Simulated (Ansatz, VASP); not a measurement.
One calculation of Ta, two programs

File INCAR:

```
PREC = Accurate
ENCUT = 520
EDIFF = 1E-6
ISMEAR = 0
SIGMA = 0.15
LREAL = F
LASPH = T
NELM = 100
ALGO = Fast
ISIF = 2
LWAVE = F
LCHARG = F
GGA = PS
NBANDS = 12
```

KPOINTS

```
Automatic mesh
0
Gamma
  20 20 20
```

The input POSCAR:

```
Ta
1.0
   -1.6017416000      1.6017416000      1.6512800000
    1.6017416000     -1.6017416000      1.6512800000
    1.6017416000      1.6017416000     -1.6512800000
Ta
1
Direct
    0.0000000000      0.0000000000      0.0000000000
```

Input for Ansatz:

```yaml
crystal:
  lattice:
    - [-1.6017416, 1.6017416, 1.65128]
    - [1.6017416, -1.6017416, 1.65128]
    - [1.6017416, 1.6017416, -1.65128]
  atoms:
    - { symbol: Ta, position: [0.0, 0.0, 0.0] }
basis:
  ecutwfc: 420
kpoints:
  mp_grid: { grid: [20, 20, 20] }
hamiltonian:
  xc: pbesol
scf:
  occupations: { method: gaussian, width: 0.15 }
output:
  forces: true
  stress: true
  eigenvalues: true
```

Change from the starting cell: strain -0.030 along x and y, +0.000 along z, atoms carried along.

Alike in both runs: task single point; functional PBEsol; k mesh 20 × 20 × 20; occupations gaussian, width 0.15 eV; no spin polarisation.

|  | VASP | Ansatz |
| --- | --- | --- |
| version | VASP 6.6.1 | Ansatz 0.2.0 |
| potentials or method | VASP PAW PBE potentials, release 64 (Ta_pv) | scalar-relativistic, plane waves, PAW |
| plane-wave cutoff (eV) | 520 | 420 |
| valence electrons in the cell | 11 | 13 |

```csv
,VASP,Ansatz,Ansatz less VASP
gap on the k mesh at the Fermi level (eV),none,none,-
pressure (GPa),9.9,9.6,-0.31
largest component of the traceless stress (GPa),2.77,2.77,+0.005
```

A gap of «none» marks a metal or a gap that the smearing closes. The two sets of potentials don't hold the same shells in valence.

Caveats: the PAW data sets were made with another functional, which shifts forces and pressure a little (VASP). The runs have no spin-orbit coupling, so splittings on Ta are missing.
